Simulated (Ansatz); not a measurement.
# Is this AlP₅ stable against decomposition?

Theory: Ansatz, DFT PBE, scalar-relativistic, plane waves, PAW. All cells share a 420 eV cutoff and Γ-centred k meshes spaced at most about 0.3 Å⁻¹ (about 0.25 or finer for metals, 2π included). No spin polarisation.

Energies over the elements count from the elements' standard structures at the same level, with no fitted energy shifts. The references include black phosphorus.

Temperature and zero-point effects are left out. The reference form of P is held partly by dispersion forces, which this level lacks.

The competitors are the elements and 1 reference phase of this chemical system (from databases or known types: AlP), relaxed at the same level; other known phases may be missing.

The candidate was reached from: ZrNi5 type (F-43m).

```cif
data_structure
_symmetry_space_group_name_H-M 'P 1'
_symmetry_Int_Tables_number 1
_cell_length_a 5.0684
_cell_length_b 5.0684
_cell_length_c 5.0684
_cell_angle_alpha 60.000
_cell_angle_beta 60.000
_cell_angle_gamma 60.000
_cell_volume 92.07
loop_
_atom_site_label
_atom_site_type_symbol
_atom_site_fract_x
_atom_site_fract_y
_atom_site_fract_z
_atom_site_occupancy
Al1 Al 0.00000 0.00000 0.00000 1
P1 P 0.25000 0.25000 0.25000 1
P2 P 0.62250 0.62250 0.62250 1
P3 P 0.13249 0.62250 0.62250 1
P4 P 0.62250 0.13249 0.62250 1
P5 P 0.62250 0.62250 0.13249 1
```

The lowest competing mixture at this composition:

| phase | space group | source | share of atoms | ΔE_f (eV/atom) |
| --- | --- | --- | --- | --- |
| P | - | element | 0.6667 | -0.0005 |
| AlP | F-43m (No. 216) | Materials Project | 0.3333 | -0.633 |

The lowest database cell of P (-0.0005) lies slightly below the reference, hence the non-zero entry.

Task: What are the hull's energy here, the candidate's formation energy and its margin?

Result: The hull lies at -0.211 eV/atom, the weighted sum of the last column. The candidate has 0.674 eV/atom, which is 0.89 eV/atom above it. The candidate matches no cell in the subsets of the Crystallography Open Database and the Materials Project at hand. The margin is far too high for a likely synthesis.
